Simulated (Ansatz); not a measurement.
**BaS: rattling a relaxed structure**

It was reached by relaxing an invented guess, and it needn't be the stable form of this composition.

All numbers below come from DFT PBE, scalar-relativistic, plane waves, PAW in Ansatz. Plane waves to 420 eV, a k mesh through Γ of 6×6×4 on the computed 4-atom cell and Gaussian smearing (0.02 eV); no spin polarisation.

The cell below (4 atoms, space group P6_3/mmc (No. 194)) is relaxed within its symmetry.

```
Ba S
1.0
     5.38132    0.00000    0.00000
    -2.69066    4.66036    0.00000
     0.00000    0.00000    6.38418
Ba S
2 2
Direct
  0.33333 0.66667 0.43655
  0.66667 0.33333 0.93655
  0.33333 0.66667 0.93658
  0.66667 0.33333 0.43658
```

For the test a repeat of it with 8 atoms (edges 5.38, 6.38, 9.32 Å) was strained at random (σ = 1.5 % a component), the atoms were moved at random (σ = 0.10 Å), and all was relaxed again on a coarse 4×2×2 mesh (in the run’s order of axes) with 0.10 eV smearing, with no symmetry imposed.

Task: Is the structure stable against such a distortion?

Result: It returns, within 1 meV/atom of the unmoved cell on that mesh and with the same symmetry when read at 0.1 Å (P2_1/m at 0.01 Å, so small strains and shifts remain). No instability shows in this cell; modes of other wave vectors, which need another repeat, aren't tested.
